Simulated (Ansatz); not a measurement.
Zn: energy above lowest point and pressure against volume per atom

Results calculated with Ansatz 0.2.0 development build, not measured. Equation of state of a cubic crystal from periodic Kohn-Sham density functional theory without spin; pressure corrected for the finite basis.

Cell of the first row (space group Fm-3m, No. 225):
```
CELL_PARAMETERS angstrom
0.00000 1.92400 1.92400
1.92400 0.00000 1.92400
1.92400 1.92400 0.00000
ATOMIC_POSITIONS crystal
Zn 0.00000 0.00000 0.00000
```

Settings of every row: formula Zn; structure type fcc; functional PBE; spin treatment none; k mesh 48x48x48; occupation method fermi-dirac; occupation width 0.061225619 eV; wave cutoff 420 eV; datasets soft-1 PAW; density cutoff ratio 4.

Limits: a cubic model structure, not a phase known at ambient conditions.

```csv
row,volume per atom (Å³),energy above lowest point (meV/atom),pressure (GPa)
1,14.243,13.66,5.087
2,14.547,?,?
3,14.85,1.44,1.516
4,15.153,0,0.038
5,15.456,1.18,-1.266
6,15.759,4.68,-2.414
7,16.062,10.23,-3.424
```

Question: what energy above lowest point and pressure should row 2 give?

Worked fit of energy above lowest point. Take u = (V_r/V)^(2/3) − 1 with V_r = 15.305 Å³ an atom, which is twice the finite (Eulerian) strain; such expansions in the strain, on which the Birch-Murnaghan equation of state is built, carry the rest volume and the bulk modulus. The shown rows have u = 0.04911, 0.02032, 0.00668, -0.00652, -0.0193, -0.03167. Least squares give energy above lowest point = 0.283 − 90.79 × u + 7185.1 × u² + 4277 × u³ meV/atom; a parabola predicts inner rows, each left out in turn, worse (root mean square 0.085 against 0.0026 meV/atom). All shown rows lie on it to the printed digit. Its lowest point lies at u = 0.0063, or V = 15.16 Å³ an atom, and the curvature there gives the bulk modulus at fixed shape and fractions, B = (4/9)(1 + u)² E″(u)/V = 69.1 GPa. The withheld row has u = 0.03444, so the fit gives 0.283 − 90.79 × (0.03444) + 7185.1 × (0.03444)² + 4277 × (0.03444)³ = 5.85 meV/atom.

The calculation gave 5.86 meV/atom. The fit lies 0.01 meV/atom (0.073 % of the column's range) below it, one unit of the last digit.

Worked fit of pressure. Take u = (V_r/V)^(2/3) − 1 with V_r = 15.305 Å³ an atom, which is twice the finite (Eulerian) strain; such expansions in the strain, on which the Birch-Murnaghan equation of state is built, carry the rest volume and the bulk modulus. The shown rows have u = 0.04911, 0.02032, 0.00668, -0.00652, -0.0193, -0.03167. Least squares give pressure = −0.6367 + 98.724 × u + 348.11 × u² + 302.6 × u³ GPa; a parabola predicts inner rows, each left out in turn, worse (root mean square 0.0059 against 0.001 GPa). The rows lie off it by 0.000, 0.000, 0.000, 0.000, 0.001, 0.000. The pressure vanishes at u = 0.0063, or V = 15.16 Å³ an atom, and there the bulk modulus at fixed shape and fractions is B = −V dP/dV = (2/3)(1 + u) dP/du = 69.2 GPa. The withheld row has u = 0.03444, so the fit gives −0.6367 + 98.724 × (0.03444) + 348.11 × (0.03444)² + 302.6 × (0.03444)³ = 3.189 GPa.

The calculation gave 3.19 GPa. The fit lies 0.001 GPa (0.012 % of the column's range) below it, one unit of the last digit.
